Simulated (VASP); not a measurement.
Here is a VASP 6.6.1 calculation.

File INCAR:

```
SYSTEM = Ti
PREC = Accurate
ENCUT = 520
EDIFF = 1E-6
ISMEAR = 0
SIGMA = 0.1
LREAL = .FALSE.
LASPH = .TRUE.
NELM = 100
ALGO = Normal
ISIF = 2
LWAVE = .FALSE.
LCHARG = .FALSE.
GGA = PE
NBANDS = 25
```

Contents of KPOINTS:

```
regular mesh
0
G
  6 6 6
  0 0 0
```

Contents of POSCAR:

```
Ti
1.0
    4.5673748306      0.0000000000      0.0000000000
   -2.2836874153      3.9554626319      0.0000000000
    0.0000000000      0.0000000000      2.8262442700
Ti
3
Direct
    0.0000000000      0.0000000000      0.0000000000
    0.3333333300      0.6666666700      0.5000000000
    0.6666666700      0.3333333300      0.5000000000
```

Potentials or basis: VASP PAW PBE potentials, release 64 (Ti_sv).

Launch:

```console
$ cat potpaw_PBE.64/Ti_sv/POTCAR > POTCAR
$ mpirun -np 1 vasp_std > vasp.out
```

**Question.** Predict the pressure.

**Answer.** 0.7 GPa.

**Question.** Estimate the band gap on the k mesh.

**Answer.** None (metal or under the smearing width).

Stress tensor (GPa, compression positive):
```
0.78 0.00 0.00
0.00 0.78 0.00
0.00 0.00 0.66
```

Caveat: the k mesh is coarse (spacing up to 0.37 Å⁻¹), so the values aren't converged.
